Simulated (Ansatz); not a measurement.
The following input was run with Ansatz 0.2.0.

```yaml
crystal:
  lattice:
    - [-3.1902694327, 3.1902694327, 2.7410806458]
    - [3.1902694327, -3.1902694327, 2.7410806458]
    - [3.1902694327, 3.1902694327, -2.7410806458]
  atoms:
    - { symbol: Co, position: [0.25, 0.25, 0.0], spin: 3.0 }
    - { symbol: Co, position: [0.75, 0.75, 0.0], spin: 3.0 }
    - { symbol: Sn, position: [0.6661601449, 0.1661601449, 0.8323202897] }
    - { symbol: Sn, position: [0.1661601449, 0.3338398551, 0.5] }
    - { symbol: Sn, position: [0.3338398551, 0.8338398551, 0.1676797103] }
    - { symbol: Sn, position: [0.8338398551, 0.6661601449, 0.5] }
basis:
  ecutwfc: 500
kpoints:
  mp_grid: { grid: [8, 8, 8] }
  band_path:
    path:
      - [[0.0, 0.0, 0.0], [0.0, 0.0, 0.5], [-0.5, 0.5, 0.5], [0.0, 0.0, 0.0], [0.43455631, 0.43455631, -0.43455631]]
      - [[-0.43455631, 0.56544369, 0.43455631], [-0.5, 0.5, 0.5]]
      - [[0.0, 0.0, 0.5], [0.25, 0.25, 0.25], [0.0, 0.5, 0.0], [0.0, 0.0, 0.0]]
    npoints: 14
hamiltonian:
  xc: r2scan
scf:
  occupations: { method: gaussian, width: 0.1 }
  n_extra_bands: 15
output:
  forces: true
  stress: true
  eigenvalues: true
  populations: true
  dos: { projected: true, de: 0.02, nscf_kmesh: { grid: [12, 12, 12] } }
  bader: true
  write_density: true
  write_potential: true
  elf: true
  volumetric_format: npy
magnetization:
  spin_polarized: true
```

Run as
```bash
ansatz run input.yaml --threads 1 --pin off --max-ram 2560MiB --backend cpu --events-out ev --progress --plain --runs-dir out
```

The calculation used DFT r2SCAN, scalar-relativistic, plane waves, PAW (Ansatz 0.2.0).

Part of what the program printed, abridged:

```
scf.n_extra_bands = 15 over 45 filled bands (N_el = 90.0): the run solves 60 bands
Pseudopotentials: kind: paw
Pseudopotential: Co, paw, valence charge 17, recommended cutoff 500 eV (meta_gga)
Pseudopotential: Sn, paw, valence charge 14, recommended cutoff 500 eV (meta_gga)
Functional definition: r2SCAN
Crystal: 6 atoms, lattice volume = 111.593 Å³
Basis set: ecut = 500 eV, 2813 PW (Γ), exchange–correlation on 160×160×160 points (64 copies of the dense FFT grid, shifted against one another)
Bands: 60, of which v1, the nominal top of the filled ones, is band 45 counted from 1 (44 counted from 0)
Symmetry: 16 space group operations
Space group: I4/mcm (ITA 140), of the structure as read, at distance tolerance 4.8e-5 Å
Magnetic group: BNS 140.541 (UNI 1201), of the structure as read, at distance tolerance 4.8e-5 Å
k-points: 59 of 512
Initial density: superposition of atomic densities (chi_scale 0.1, normalization cell)
Starting moments: Σ|m| = 6 μB on 2 of 6 sites
Initial wavefunctions: pseudopotential atomic-orbital guess
Functional: x = r2scan, c = r2scan; τ floored in thin density (d = 2e-4 eV/Å³)
SCF iter   1: F=—  HF=-34412.851436 eV  |F-HF|=—  |Δ(HF+E_count)|=         —  Δρ=3.75e-2 (↑3.31e-2 ↓3.75e-2) dr2=1.15e0  dr2_τ=3.21e-2  dr2_m=1.08e0  M=3.886 μB ∫|m|=4.935 μB  β_m=0.85  ethr=1.13e-3  ⟨swp⟩=2.9  Hψ=41891  notcnv=0
Mixer restart at iter 1: flushing history
spin=Collinear: Kerker preconditioning applied to the charge; magnetization (m = ρ↑ − ρ↓) channel mixes plain (no charge-response kernel on spin).
SCF iter   2: F=—  HF=-34413.829649 eV  |F-HF|=—  |Δ(HF+E_count)|=   9.78e-1  Δρ=2.51e-2 (↑1.03e-2 ↓2.51e-2) dr2=1.47e0  dr2_τ=6.33e-3  dr2_m=1.57e-1  M=3.457 μB ∫|m|=4.758 μB  β_m=1.00  ethr=1.13e-3  ⟨swp⟩=3.2  Hψ=11561  notcnv=0  defer=266  κ⁻¹=1.0e0(r=1)
SCF iter   3: F=—  HF=-34414.792167 eV  |F-HF|=—  |Δ(HF+E_count)|=   9.63e-1  Δρ=1.95e-2 (↑9.64e-3 ↓1.95e-2) dr2=1.42e0  dr2_τ=3.26e-3  dr2_m=6.27e-2  M=3.224 μB ∫|m|=4.571 μB  β_m=1.00  ethr=1.13e-3  ⟨swp⟩=2.0  Hψ=8982  notcnv=0  defer=827  κ⁻¹=2.5e-2(r=2)
SCF iter   4: F=—  HF=-34416.584305 eV  |F-HF|=—  |Δ(HF+E_count)|=    1.79e0  Δρ=1.21e-2 (↑8.06e-3 ↓1.21e-2) dr2=8.76e-1  dr2_τ=2.05e-3  dr2_m=4.15e-2  M=2.442 μB ∫|m|=3.745 μB  β_m=0.93  ethr=1.13e-3  ⟨swp⟩=3.0  Hψ=12193  notcnv=0  defer=827  κ⁻¹=9.3e-3(r=3)
SCF iter   5: F=—  HF=-34416.145226 eV  |F-HF|=—  |Δ(HF+E_count)|=   4.39e-1  Δρ=1.14e-2 (↑1.14e-2 ↓1.03e-2) dr2=2.65e-1  dr2_τ=4.42e-3  dr2_m=1.19e-2  M=1.697 μB ∫|m|=2.615 μB  β_m=1.00  ethr=9.73e-4  ⟨swp⟩=3.0  Hψ=11333  notcnv=0  defer=812  κ⁻¹=8.0e-3(r=4)
SCF iter   6: F=—  HF=-34417.493816 eV  |F-HF|=—  |Δ(HF+E_count)|=         —  Δρ=4.75e-2 (↑4.75e-2 ↓4.60e-2) dr2=1.62e-1  dr2_τ=2.13e-2  dr2_m=2.16e0  M=0.632 μB ∫|m|=1.220 μB  β_m=1.00  ethr=2.95e-4  ⟨swp⟩=2.2  Hψ=14043  notcnv=0  defer=864
Mixer restart at iter 6: flushing history
SCF iter   7: F=—  HF=-34416.920445 eV  |F-HF|=—  |Δ(HF+E_count)|=   5.73e-1  Δρ=1.17e-2 (↑1.17e-2 ↓1.78e-3) dr2=7.82e-2  dr2_τ=6.72e-4  dr2_m=3.91e-2  M=0.592 μB ∫|m|=1.008 μB  β_m=1.00  ethr=5.56e-5  ⟨swp⟩=2.2  Hψ=13759  notcnv=0  defer=869
SCF iter   8: F=—  HF=-34416.918243 eV  |F-HF|=—  |Δ(HF+E_count)|=   2.20e-3  Δρ=3.37e-3 (↑3.37e-3 ↓1.62e-3) dr2=1.64e-2  dr2_τ=6.79e-4  dr2_m=4.15e-3  M=0.568 μB ∫|m|=0.932 μB  β_m=1.00  ethr=5.56e-5  ⟨swp⟩=2.0  Hψ=11841  notcnv=0  defer=910  κ⁻¹=1.0e0(r=1)
SCF iter   9: F=—  HF=-34416.919734 eV  |F-HF|=—  |Δ(HF+E_count)|=   1.49e-3  Δρ=2.16e-3 (↑2.16e-3 ↓1.33e-3) dr2=1.02e-2  dr2_τ=4.84e-5  dr2_m=1.91e-3  M=0.537 μB ∫|m|=0.862 μB  β_m=1.00  ethr=1.82e-5  ⟨swp⟩=1.5  Hψ=7301  notcnv=0  defer=909  κ⁻¹=1.6e-2(r=2)
SCF iter  10: F=—  HF=-34416.923293 eV  |F-HF|=—  |Δ(HF+E_count)|=   3.56e-3  Δρ=9.77e-4 (↑8.33e-4 ↓9.77e-4) dr2=1.86e-3  dr2_τ=9.21e-6  dr2_m=6.60e-4  M=0.443 μB ∫|m|=0.691 μB  β_m=1.00  ethr=1.14e-5  ⟨swp⟩=2.0  Hψ=10410  notcnv=0  defer=888  κ⁻¹=6.0e-3(r=3)
   ...
SCF iter  30: F=—  HF=-34416.927855 eV  |F-HF|=—  |Δ(HF+E_count)|=   1.42e-6  Δρ=4.84e-5 (↑4.84e-5 ↓3.57e-5) dr2=5.93e-7  dr2_τ=2.03e-8  dr2_m=1.32e-6  M=0.009 μB ∫|m|=0.015 μB  β_m=1.00  ethr=6.43e-10  ⟨swp⟩=3.0  Hψ=13164  notcnv=0  defer=860  κ⁻¹=1.8e-6(r=8)
SCF iter  31: F=—  HF=-34416.927858 eV  |F-HF|=—  |Δ(HF+E_count)|=   3.06e-6  Δρ=4.97e-6 (↑3.19e-6 ↓4.97e-6) dr2=9.66e-9  dr2_τ=2.02e-10  dr2_m=1.18e-8  M=0.002 μB ∫|m|=0.004 μB  β_m=1.00  ethr=6.43e-10  ⟨swp⟩=3.0  Hψ=13566  notcnv=0  defer=860  κ⁻¹=3.6e-6(r=8)
SCF iter  32: F=—  HF=-34416.927858 eV  |F-HF|=—  |Δ(HF+E_count)|=   2.22e-7  Δρ=2.81e-6 (↑1.79e-6 ↓2.81e-6) dr2=1.47e-8  dr2_τ=1.17e-10  dr2_m=6.43e-10  M=0.000 μB ∫|m|=0.000 μB  β_m=1.00  ethr=1.07e-11  ⟨swp⟩=3.5  Hψ=17679  notcnv=0  defer=860  κ⁻¹=2.0e-5(r=8)
SCF iter  33: F=—  HF=-34416.927858 eV  |F-HF|=—  |Δ(HF+E_count)|=   1.55e-8  Δρ=2.53e-6 (↑8.43e-7 ↓2.53e-6) dr2=3.42e-9  dr2_τ=2.74e-11  dr2_m=2.63e-9  M=-0.001 μB ∫|m|=0.001 μB  β_m=1.00  ethr=1.07e-11  ⟨swp⟩=3.1  Hψ=13714  notcnv=0  defer=860  κ⁻¹=2.2e-5(r=8)
SCF iter  34: F=—  HF=-34416.927858 eV  |F-HF|=—  |Δ(HF+E_count)|=   2.39e-8  Δρ=6.30e-7 (↑6.30e-7 ↓4.11e-7) dr2=2.10e-10  dr2_τ=3.31e-12  dr2_m=2.12e-10  M= 0.000 μB ∫|m|=0.001 μB  β_m=1.00  ethr=3.80e-12  ⟨swp⟩=3.0  Hψ=13371  notcnv=0  defer=860  κ⁻¹=2.1e-6(r=8)
SCF iter  35: F=—  HF=-34416.927858 eV  |F-HF|=—  |Δ(HF+E_count)|=   2.49e-9  Δρ=9.67e-7 (↑9.67e-7 ↓4.41e-7) dr2=2.73e-10  dr2_τ=7.53e-12  dr2_m=4.85e-10  M= 0.000 μB ∫|m|=0.000 μB  β_m=1.00  ethr=1.00e-12  ⟨swp⟩=12.5  Hψ=46604  notcnv=0  κ⁻¹=1.6e-6(r=8)
SCF iter  36: F=—  HF=-34416.927858 eV  |F-HF|=—  |Δ(HF+E_count)|=   2.42e-9  Δρ=5.80e-7 (↑5.80e-7 ↓3.37e-7) dr2=8.44e-11  dr2_τ=2.82e-12  dr2_m=2.08e-10  M=0.000 μB ∫|m|=0.000 μB  β_m=1.00  ethr=1.00e-12  ⟨swp⟩=7.8  Hψ=34064  notcnv=0  κ⁻¹=2.8e-7(r=8)
SCF iter  37: F=-34416.927858 eV  HF=-34416.927858 eV  |F-HF|=7.28e-11  |Δ(HF+E_count)|=  4.66e-10  Δρ=1.96e-7 (↑1.96e-7 ↓1.55e-7) dr2=8.09e-12  dr2_τ=4.83e-13  dr2_m=2.90e-11  M=0.000 μB ∫|m|=0.000 μB  ethr=1.00e-12  ⟨swp⟩=6.5  Hψ=30425  notcnv=0
SCF 1 converged in 37 iterations: F = -34416.927858 eV  dr2 = 8.09e-12
Symmetry: 8 space group operations
k-points: 59 of 512 (time reversal used)
Initial density: read from a saved state, or passed on in memory by an earlier SCF of this step, an earlier step, the calling program or the single point that the run made first
Starting moments: Σ|m| = 6 μB on 2 of 6 sites; this step starts from the density that it was given
Initial wavefunctions: those read from a saved state, or passed on in memory by an earlier step or the calling program
SCF iter   1: F=—  HF=-34416.927858 eV  |F-HF|=—  |Δ(HF+E_count)|=         —  Δρ=1.96e-7 (↑1.96e-7 ↓1.55e-7) dr2=8.09e-12  dr2_τ=4.83e-13  dr2_m=2.90e-11  M=0.000 μB ∫|m|=0.000 μB  ethr=1.00e-12  ⟨swp⟩=1.0  Hψ=30556  notcnv=0
spin=Collinear: Kerker preconditioning applied to the charge; magnetization (m = ρ↑ − ρ↓) channel mixes plain (no charge-response kernel on spin).
SCF iter   2: F=-34416.927858 eV  HF=-34416.927858 eV  |F-HF|=1.60e-10  |Δ(HF+E_count)|=  8.00e-11  Δρ=3.69e-7 (↑3.69e-7 ↓8.55e-8) dr2=1.84e-10  dr2_τ=4.99e-13  dr2_m=2.21e-11  M=0.000 μB ∫|m|=0.000 μB  ethr=1.00e-12  ⟨swp⟩=1.0  Hψ=19117  notcnv=0
SCF 2 converged in 2 iterations: F = -34416.927858 eV  dr2 = 1.84e-10
WARN: the run takes no state from an SCF along what the orbitals of the run's state read of its open shells (or to have them read: on a GPU, or by another smearing), with 8 of the crystal's symmetry operations given up: the memory left no room for the minimisation of its SCF, so that no field was tried
WARN: the starting moments were not kept: the SCF closed with an absolute magnetisation of 9.0e-5 μB, where they sum to 6 μB in size (2 sites). That is at most 0.1 of that sum. Measured as dr2_m measures the in/out step, that magnetisation stands 7.6e-9 eV from none, at or under the dr2_threshold of 1.0e-7 eV: it is no larger than a step whose dr2_m would equal this threshold. The system may hold no moment; this SCF shows only that its start led to no more than that. To try another start: raise the starting moments (crystal.atoms[].spin, magnetization.per_species, magnetization.initial_magnetization, or on a non-collinear deck that types none of these the spinor_matrix: blocks that start its ...
this state was not tested for a lower state beside it, because the mixer in use, unlike msr1, does not test its closes by its own steps (another_mixer; see scf.mixing.algorithm and scf.lower_state_search)
SCF converged after 37 iterations
Magnetization: 0.0001 μB (45.0000 up, 45.0000 down)
Absolute magnetization: 0.0001 μB (∫|ρ↑−ρ↓|, with the PAW one-centre terms)
Spin contamination: 0.0000 ħ² per cell (⟨S²⟩ above its minimum at these occupations)
Per-site moments (μB) at R_I (Å): [(3.65325647e-5, 1.13069576), (3.65325647e-5, 1.13069576), (-1.21437115e-6, 1.13265764), (-1.21437115e-6, 1.13265764), (-1.21437115e-6, 1.13265764), (-1.21437115e-6, 1.13265764)]
Free energy (F): -34416.927858 eV
Harris-Foulkes:  -34416.927858 eV  (|F-HF|=7.28e-11)
Internal energy: -34416.913394 eV  (E = F + TS)
E sigma→0 (E₀):  -34416.920626 eV
Entropy (-TS):   -0.014464 eV (-2.411 meV/atom)
Fermi energy:    14.600342 eV
--- Per-component energies (eV) ---
  E_band       = -803.505437
  E_kinetic    = 1660.883722
  E_local      = -10012.872710  (includes V_loc(G=0)·N_el)
  E_nonlocal   = 796.501351
  E_hartree    = 5035.823936
  E_xc         = -1812.143110
  E_vxc        = -876.292534  (∫ρ·V_xc dr)
  E_paw        = -19701.576170  (= ΣΔE_a)
  E_vpaw       = -2499.251153  (= ΣTr[D̂ρ^β])
  E_aug_tail   = 0.000068  (compensation charges beyond the density's cutoff)
  E_vtau       = 55.878135  (kinetic-family band-sum trace: ∫τ·v_τ [+ j·A + Jᵃ·Aᵃ] dr)
  E_ewald      = -10385.881349
  E_core_change = 2.350867  (= ΣΔE_core)
  E_smearing   = -0.014464  (= −TS)
--- Forces (eV/Å), atoms counted from 1 ---
  atom   1  Co     0.00000000     0.00000000     0.00000000
  atom   2  Co     0.00000000     0.00000000     0.00000000
  atom   3  Sn     0.06193163     0.06193163     0.00000000
  atom   4  Sn    -0.06193163     0.06193163     0.00000000
  atom   5  Sn    -0.06193163    -0.06193163     0.00000000
  atom   6  Sn     0.06193163    -0.06193163     0.00000000
--- Stress (GPa, compression-positive) ---
       -3.477816       0.000000       0.000000
        0.000000      -3.477816       0.000000
        0.000000       0.000000      -3.456291
  P = ⅓ Tr σ = -3.4706 GPa (-34.706 kbar)
--- Band table (eV; the first three rows and the last of 118) ---
  k-point 0 ↑: bands = ["-83.3042", "-83.2991", "-45.2212", "-45.1704", "-45.1704", "-45.1643", "-45.1643", "-45.1566", "-7.7604", "-7.7243", "-7.7132", "-7.7030", "-7.6986", "-7.6986", "-7.6782", "-7.6782", "-7.6679", "-7.6196", "-7.6041", "-7.5540", "-7.5540", "-7.5489", "-7.5388", "-7.5387", "-7.5387", "-7.4773", "-7.4773", "-7.4757", "2.0933", "8.1728", "9.2805", "9.2805", "10.9211", "10.9211", "11.2564", "11.6657", "11.9897", "11.9897", "12.1832", "12.2066", "12.6761", "13.2693", "13.5390", "13.5664", "13.9814", "13.9814", "15.0721", "15.0721", "15.0772", "15.3201", "17.3351", "19.7332", "19.7332", "20.0298", "20.5502", "22.6021", "26.4520", "26.4520", "27.5200", "27.6362"]
  k-point 1 ↑: bands = ["-83.3042", "-83.2991", "-45.2212", "-45.1704", "-45.1704", "-45.1643", "-45.1643", "-45.1566", "-7.7662", "-7.7332", "-7.7244", "-7.7188", "-7.6952", "-7.6942", "-7.6786", "-7.6578", "-7.6470", "-7.6152", "-7.6048", "-7.5717", "-7.5612", "-7.5395", "-7.5390", "-7.5356", "-7.5297", "-7.4956", "-7.4787", "-7.4616", "2.2213", "7.7227", "8.9035", "9.2697", "10.5994", "10.9828", "11.4768", "11.6294", "11.7021", "12.1276", "12.2731", "12.6306", "12.6672", "13.5028", "13.5442", "13.9540", "13.9651", "14.0497", "15.0538", "15.3568", "15.3833", "15.6224", "17.4772", "18.3577", "18.6229", "21.4813", "21.8637", "22.6047", "25.1252", "25.7643", "26.4930", "26.5993"]
  k-point 2 ↑: bands = ["-83.3042", "-83.2991", "-45.2212", "-45.1705", "-45.1704", "-45.1643", "-45.1643", "-45.1566", "-7.7840", "-7.7498", "-7.7395", "-7.7033", "-7.6959", "-7.6874", "-7.6793", "-7.6473", "-7.6340", "-7.5999", "-7.5955", "-7.5881", "-7.5726", "-7.5398", "-7.5394", "-7.5243", "-7.5140", "-7.5131", "-7.4790", "-7.4569", "2.6038", "6.5710", "8.4540", "9.2356", "10.7021", "10.9675", "11.0957", "11.1670", "11.9877", "12.5392", "12.5625", "12.6427", "12.9742", "13.5439", "13.5524", "13.9273", "13.9788", "14.7578", "15.3132", "15.9872", "16.3164", "16.4850", "17.3484", "17.9671", "17.9963", "21.8477", "22.2274", "22.2643", "24.8319", "24.9029", "25.0272", "25.1778"]
  k-point 58 ↓: bands = ["-83.3041", "-83.2990", "-45.2212", "-45.1705", "-45.1705", "-45.1642", "-45.1642", "-45.1565", "-7.7908", "-7.7837", "-7.7747", "-7.7299", "-7.6640", "-7.6640", "-7.6534", "-7.6534", "-7.6178", "-7.6178", "-7.6119", "-7.5774", "-7.5521", "-7.5112", "-7.5112", "-7.5106", "-7.5082", "-7.5010", "-7.5010", "-7.4943", "5.7232", "5.7232", "6.0326", "7.0753", "7.9196", "8.4676", "11.6716", "11.6716", "12.3801", "12.7973", "13.0407", "13.4925", "13.7234", "13.8838", "13.8838", "14.9387", "14.9611", "16.1321", "17.2755", "17.3795", "17.3795", "17.5579", "17.5579", "20.2873", "20.9326", "20.9326", "21.6740", "23.3235", "24.2231", "24.2231", "24.2653", "24.2653"]
--- Löwdin populations: 6 sites ---
  site symbol q [e]    m [muB]
     0     Co     16.6579     0.0000
     1     Co     16.6579     0.0000
     2     Sn     14.0545     0.0000
     3     Sn     14.0545     0.0000
     4     Sn     14.0545     0.0000
     5     Sn     14.0545     0.0000
  spilling = 0.005179 (of n_electrons = 90.000000)
--- Bader charges: 6 sites ---
  site symbol charge [e]  shift [e]    m [muB]
     0     Co     -0.3769     0.0016     0.0000
     1     Co     -0.3769     0.0016     0.0000
     2     Sn      0.1885     0.0008     0.0000
     3     Sn      0.1884     0.0008     0.0000
     4     Sn      0.1885     0.0008     0.0000
     5     Sn      0.1884     0.0008     0.0000
  estimated error of the sums over rays = 2.8e-4 e
```

The run converged.

Time: 5.7 min on 1 thread of Intel(R) Xeon(R) 6975P-C (Granite Rapids) (shared host), peak memory 1.5 GiB.